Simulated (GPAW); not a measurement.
Crystal: TaN.

```xyz
2
Lattice="0.0000 2.2113 2.2113 2.2113 0.0000 2.2113 2.2113 2.2113 0.0000" Properties=species:S:1:pos:R:3 pbc="T T T"
Ta    2.2113    2.2113    2.2113
N     0.0000    0.0000    0.0000
```

The cell comes from a database or a generator and needn't be the stable form of this composition.

Program: GPAW 26.7.0. Alike in all runs: cell as given.

**Question.** Order these runs on this cell by their pressure, lowest first.
A. level r2SCAN; potentials or basis GPAW PAW data sets (gpaw-data 1.2.1), pw; spin SOC, no magnetisation; k mesh 8 × 8 × 8; cutoff (eV) 800; smearing fermi-dirac 0.05 eV; maxiter 150; band path GXWKGLUWLK,UX; band points 100; spin axis theta (degrees) 0; spin axis phi (degrees) 0
B. level SOGGA; potentials or basis PAW data sets generated in the run's folder for this functional, pw; spin SOC, no magnetisation; k mesh 8 × 8 × 8; cutoff (eV) 800; smearing fermi-dirac 0.05 eV; maxiter 150; band path GXWKGLUWLK,UX; band points 80; spin axis theta (degrees) 0; spin axis phi (degrees) 0
C. level RPBE; potentials or basis the program's PAW data sets (release 1.2.1) made for this functional, pw; spin off; k mesh 10 × 10 × 10; cutoff (eV) 800; smearing gaussian 0.02 eV; maxiter 150
D. level PBE; potentials or basis GPAW PAW data sets (gpaw-data 1.2.1), pw; spin off; k mesh 10 × 10 × 10; cutoff (eV) 800; smearing gaussian 0.019 eV; maxiter 150
E. level LDA+U; potentials or basis the program's PAW data sets (release 1.2.1) made for this functional, pw; spin off; U Ta d U = 6 eV; k mesh 8 × 8 × 8; cutoff (eV) 600; smearing fermi-dirac 0.05 eV; maxiter 120

**Answer.** B (-11.2 GPa), E (-8.8 GPa), A (-5.3 GPa), D (-1.6 GPa), C (4.0 GPa).

Caveats: spin-orbit coupling was added after a scalar SCF, so levels and gaps hold it while energy, forces, pressure and moments don't (some runs); the PAW data sets were made with another functional, which shifts forces and pressure a little (some runs); the cutoff is short for stress and forces, so pressures can be off by a GPa or more (some runs); U without spin polarisation on a metal has little footing (some runs).

Not every run made on this cell is shown here.
